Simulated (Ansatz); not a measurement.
The system is ZnCu.

```
Zn Cu
1.0
     2.94500    0.00000    0.00000
     0.00000    2.94500    0.00000
     0.00000    0.00000    2.94500
Zn Cu
1 1
Direct
  0.50000 0.50000 0.50000
  0.00000 0.00000 0.00000
```

Base run:

| Quantity | Value |
| --- | --- |
| Program | Ansatz 0.2.0 |
| Functional | PBEsol |
| Potentials or basis | all-electron LAPW, non-relativistic |
| Cutoff | 295 eV |
| Density cutoff | 1182 eV |
| Basis error allowed | 0.001 eV/atom |
| k mesh | 9 × 9 × 9 |
| Occupations | fermi-dirac, width 0.05 eV |
| Spin | no spin polarisation |

Its results: pressure -1.0 GPa.

After a change of settings the same cell gave: pressure -4.4 GPa. Which change was it?
A. potentials or basis from all-electron LAPW, non-relativistic to all-electron LAPW, inner shells corrected to Dirac's equation
B. functional from PBEsol to LDA; potentials or basis from all-electron LAPW, non-relativistic to all-electron LAPW, scalar-relativistic
C. functional from PBEsol to PBE; potentials or basis from all-electron LAPW, non-relativistic to all-electron LAPW, scalar-relativistic

A.

Not every run made on this cell is shown here.
